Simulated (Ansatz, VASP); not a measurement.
One calculation of SrTiO3, two programs

Contents of INCAR:

```
PREC = Accurate
ENCUT = 520
EDIFF = 1E-6
ISMEAR = 0
SIGMA = 0.02
LREAL = False
LASPH = True
NELM = 150
ALGO = Normal
ISIF = 2
LWAVE = False
LCHARG = False
LMAXMIX = 4
LDAU = True
LDAUTYPE = 2
LDAUL = -1 2 -1
LDAUU = 0 4 0
LDAUJ = 0 0 0
LDAUPRINT = 1
GGA = PE
NBANDS = 28
```

Contents of KPOINTS:

```
Automatic mesh
0
Gamma
  8 8 8
```

Contents of POSCAR:

```
SrTiO3
1.0
    3.9471298201      0.0000000000      0.0000000000
    0.0000000000      3.9471298201      0.0000000000
    0.0000000000      0.0000000000      3.9471298201
Sr Ti O
1 1 3
Direct
    0.0000000000      0.0000000000      0.0000000000
    0.5000000000      0.5000000000      0.5000000000
    0.5000000000      0.0000000000      0.5000000000
    0.5000000000      0.5000000000      0.0000000000
    0.0000000000      0.5000000000      0.5000000000
```

Input for Ansatz:

```yaml
crystal:
  lattice:
    - [3.9471298222, 0.0, 0.0]
    - [0.0, 3.9471298222, 0.0]
    - [0.0, 0.0, 3.9471298222]
  atoms:
    - { symbol: Sr, position: [0.0, 0.0, 0.0] }
    - { symbol: Ti, position: [0.5, 0.5, 0.5] }
    - { symbol: O, position: [0.5, 0.0, 0.5] }
    - { symbol: O, position: [0.5, 0.5, 0.0] }
    - { symbol: O, position: [0.0, 0.5, 0.5] }
basis:
  ecutwfc: 420
kpoints:
  mp_grid: { grid: [8, 8, 8] }
  band_path: { path: [VBM, CBM], npoints: 2 }
hamiltonian:
  xc: pbe
  hubbard: { sites: [{ species: Ti, l: d, u_eff: 4.0 }] }
scf:
  occupations: { method: gaussian, width: 0.02 }
output:
  forces: true
  stress: true
  eigenvalues: true
checkpoint:
  read: start.run
  write: ck
  compress: false
  write_wavefunctions: false
  write_every: 100000
```

Alike in both runs: task single point; functional PBE; k mesh 8 × 8 × 8; occupations gaussian, width 0.02 eV; no spin polarisation; Hubbard terms Ti d U = 4.0 eV.

|  | VASP | Ansatz |
| --- | --- | --- |
| version | VASP 6.6.1 | Ansatz 0.2.0 |
| potentials or method | VASP PAW PBE potentials, release 64 (Sr_sv, Ti_sv, O) | scalar-relativistic, plane waves, PAW |
| plane-wave cutoff (eV) | 520 | 420 |
| valence electrons in the cell | 40 | 40 |

```tsv
	VASP	Ansatz	Ansatz less VASP
gap on the k mesh at the Fermi level (eV)	2.31	2.30	-0.010
least direct gap on the mesh (eV)	2.74	2.72	-0.016
pressure (GPa)	2.7	0.0	-2.69
```

The programs project onto different local orbitals, so the same U acts differently.

A k mesh can miss the band edges.
